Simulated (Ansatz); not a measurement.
The system is MgS (Niningerite).

```
S Mg
1.0
     0.00000    2.60165    2.60165
     2.60165    0.00000    2.60165
     2.60165    2.60165    0.00000
S Mg
1 1
Cartesian
  2.6016 2.6016 2.6016
  0.0000 0.0000 0.0000
```

Base run:

```yaml
Program: Ansatz 0.2.0
Functional: PBE
Potentials_or_basis: all-electron LAPW, scalar-relativistic
Cutoff: 184 eV
Density_cutoff: 735 eV
Basis_error_allowed: 0.001 eV/atom
k_mesh: 9 × 9 × 9
Occupations: fermi-dirac, width 0.05 eV
Spin: no spin polarisation
```

Its results: band gap on the k mesh 2.92 eV, indirect (least direct gap 3.72 eV); pressure 1.2 GPa.

The run is repeated on the same cell with these changes: functional from PBE to revPBE. What comes out?

Band gap on the k mesh 3.04 eV, indirect (least direct gap 3.85 eV); pressure 2.9 GPa.

revPBE binds less tightly than PBE, so the same cell stands under more pressure.

Caveats: the mesh misses the band edges, which the band path finds closer together.

Not every run made on this cell is shown here.
